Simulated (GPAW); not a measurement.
Crystal: CdTe.

```
Te Cd
1.0
     0.00000    3.20500    3.20500
     3.20500    0.00000    3.20500
     3.20500    3.20500    0.00000
Te Cd
1 1
Direct
  0.75000 0.75000 0.75000
  0.00000 0.00000 0.00000
```

Base run:

| Item | Value |
| --- | --- |
| Program | GPAW 26.7.0 |
| Functional | LDA |
| Potentials or basis | the program's PAW data sets (release 1.2.1) made for this functional |
| Cutoff | 450 eV |
| Basis | pw |
| k mesh | 6 × 6 × 6 |
| Occupations | fermi-dirac, width 0.05 eV |
| Spin | no spin polarisation |

Its results: band gap on the k mesh 0.61 eV, direct; pressure -1.1 GPa.

Q: The run is repeated on the same cell with these changes: potentials or basis from the program's PAW data sets (release 1.2.1) made for this functional to JTH PAW 2.0, LDA; cutoff from 450 eV to 600 eV. What comes out?

A: Band gap on the k mesh 0.61 eV, direct; pressure 0.1 GPa.

Caveats: spin-orbit coupling is left out, which moves the levels of the heavy elements; the cutoff is short for stress and forces, so pressures can be off by a GPa or more (some runs); the program truncates these outside data sets (some runs).

Not every run made on this cell is shown here.
